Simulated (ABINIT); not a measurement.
The system is BaTiO3.

```
Ba Ti O
1.0
     4.00600    0.00000    0.00000
     0.00000    4.00600    0.00000
     0.00000    0.00000    4.00600
Ba Ti O
1 1 3
Direct
  0.50000 0.50000 0.50000
  0.00000 0.00000 0.00000
  0.00000 0.00000 0.50000
  0.00000 0.50000 0.00000
  0.50000 0.00000 0.00000
```

Base run:

```yaml
Program: ABINIT 10.8.3 (patched build)
Functional: PBE
Potentials_or_basis: JTH PAW PBE v2.0
Cutoff: 626 eV
k_mesh: 7 × 7 × 7
Occupations: fermi-dirac, width 0.05 eV
Spin: no spin polarisation
```

Its results: band gap on the k mesh 1.82 eV, indirect (least direct gap 1.90 eV); pressure 2.8 GPa.

Problem. The run is repeated on the same cell with these changes: functional from PBE to LDA; potentials or basis from JTH PAW PBE v2.0 to JTH PAW LDA v2.0. What comes out?

Solution. Band gap on the k mesh 1.73 eV, indirect (least direct gap 1.81 eV); pressure -8.1 GPa.

Caveats: this set's barium file shifts pressures by 1.5 GPa and gaps by 0.1 eV against other sets; spin-orbit coupling is left out, which moves the levels of the heavy elements.

A k mesh can miss the band edges.
